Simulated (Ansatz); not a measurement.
Runs of Ansatz 0.2.0 on Sb. Symmetry: Im-3m, No. 229, cubic system. The conventional cell has a = 3.743 Å, b = 3.743 Å, c = 3.743 Å, α = 90.00°, β = 90.00°, γ = 90.00°. Sb (site symmetry m-3m) has 8 Sb at 3.24 Å as nearest neighbours. This isn't the form of Sb at room conditions, which is rhombohedral.

```csv
task,level,cell,smearing,gap on the mesh (eV),pressure (GPa),relaxed volume (Å³/atom)
single point,PBE,as given,gaussian 0.028 eV,none,3.2,-
relaxation of cell and atoms,RPBE+D3(BJ),relaxed,fermi-dirac 0.05 eV,none,0.0,(a)
single point,PBE,as given,gaussian 0.026 eV,none,3.1,-
relaxation of cell and atoms,PBE+D3(BJ),relaxed,fermi-dirac 0.05 eV,none,0.0,26.17
single point,PBE,as given,gaussian 0.023 eV,none,3.1,-
single point,PBE,as given,gaussian 0.025 eV,none,3.1,-
single point,PBE,as given,gaussian 0.013 eV,none,3.1,-
single point,PBE,as given,gaussian 0.017 eV,none,3.1,-
```

Alike in all rows: potentials or basis Ansatz PAW; no spin polarisation; k mesh 10 × 10 × 10; cutoff (eV) 420.

**Question.** Fill in the values left out.

**Answer.** (a) 19.80.

Caveats: the plane-wave basis is chosen anew once the cell has moved, so the energies of steps on either side of that aren't comparable (some runs); pairwise dispersion overbinds metals, which lowers pressure and volume (some runs); the volume moved by over 15 % at a fixed basis, so the end points are rough (some runs); the PAW data sets come from PBE, with cores solved anew for the run's functional, which leaves a small shift of forces and pressure (some runs).

A k mesh can miss the band edges, and the runs leave out spin-orbit coupling on Sb.

A gap of «none» marks a metal or a gap under the smearing width.
